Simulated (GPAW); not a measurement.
A run of GPAW 26.7.0 is set up as follows.

Contents of run.py:

```python
from ase import Atoms
from ase.calculators.mixing import SumCalculator
from ase.filters import FrechetCellFilter
from ase.io import write
from ase.optimize import BFGS
from dftd3.ase import DFTD3
from gpaw import GPAW, PW, setup_paths

setup_paths.insert(0, '.')

atoms = Atoms(['Sb'],
              cell=[[0.0, 2.3712425216, 2.3712425216],
                    [2.3712425216, 0.0, 2.3712425216],
                    [2.3712425216, 2.3712425216, 0.0]],
              scaled_positions=[[0.0, 0.0, 0.0]],
              pbc=True)

calc = GPAW(mode=PW(600),
            xc='PBEsol',
            kpts={'size': (10, 10, 10), 'gamma': True},
            occupations={'name': 'fermi-dirac', 'width': 0.05},
            nbands=15,
            convergence={'density': 1e-05, 'forces': 0.0001},
            maxiter=150,
            txt='gpaw.txt')
atoms.calc = SumCalculator([calc, DFTD3(method='pbesol', damping='d3zero')])
opt = BFGS(FrechetCellFilter(atoms), trajectory='relax.traj', logfile='-')
done = opt.run(fmax=0.02, steps=60)
calc.write('gs.gpw')
write('result.traj', atoms)
print('Converged:', done)
print('Cell:', atoms.cell.cellpar().round(4))
print('Volume:', round(atoms.get_volume(), 4))
print(atoms.get_scaled_positions().round(5))
```

Potentials or basis: PAW data sets generated in the run's folder for this functional, pw.

Launch:

```bash
$ gpaw-setup -f PBEsol Sb
$ OMP_NUM_THREADS=1 python run.py
```

**Question.** Estimate the band gap on the k mesh.

**Answer.** None (metal or under the smearing width).

**Question.** Predict the dispersion energy per atom.

**Answer.** -0.220 eV.

**Question.** What does it give for the space group after relaxing (to 0.05 Å)?

**Answer.** Fm-3m (No. 225).

The path:
| step | energy change (eV) | largest force (eV/Å) | pressure (GPa) | volume (Å³) |
| --- | --- | --- | --- | --- |
| 1 | 0.0000 | 0.0000 | -2.96 | 26.67 |
| 2 | -0.0081 | 0.0000 | -1.78 | 26.11 |
| 3 | -0.0123 | 0.0000 | 0.11 | 25.33 |

Caveat: later steps reuse the first step's grids; pairwise dispersion overbinds metals, which lowers pressure and volume. The run has no spin-orbit coupling, so splittings on Sb are missing.
